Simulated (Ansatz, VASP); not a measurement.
# Two plane-wave programs on Si2Ni

```
Ni Si
1.0
     0.00000    2.73857    2.73857
     2.73857    0.00000    2.73857
     2.73857    2.73857    0.00000
Ni Si
1 2
Direct
  0.00000 0.00000 0.00000
  0.75000 0.75000 0.75000
  0.25000 0.25000 0.25000
```

Change from the starting cell: volume scaled by 1.04.

Alike in both runs: task single point; functional PBEsol; k mesh 9 × 9 × 9; occupations fermi-dirac, width 0.05 eV; collinear spin, ferromagnetic start.

|  | VASP | Ansatz |
| --- | --- | --- |
| version | VASP 6.6.1 | Ansatz 0.2.0 |
| potentials or method | VASP PAW PBE potentials, release 64 (Ni, Si) | Ansatz PAW |
| plane-wave cutoff (eV) | 520 | 420 |
| valence electrons in the cell | 18 | 26 |

|  | VASP | Ansatz | Ansatz less VASP |
| --- | --- | --- | --- |
| gap on the k mesh at the Fermi level (eV) | none | none | - |
| pressure (GPa) | -6.3 | -6.4 | -0.11 |
| net moment per atom (μB) | 0.00 | 0.00 | 0.000 |

A gap of «none» marks a metal or a gap that the smearing closes. The two sets of potentials don't hold the same shells in valence.

Caveats: the PAW data sets were made with another functional, which shifts forces and pressure a little (VASP); the PAW data sets come from PBE, with cores solved anew for the run's functional, which leaves a small shift of forces and pressure (Ansatz); the starting moments weren't kept (Ansatz).
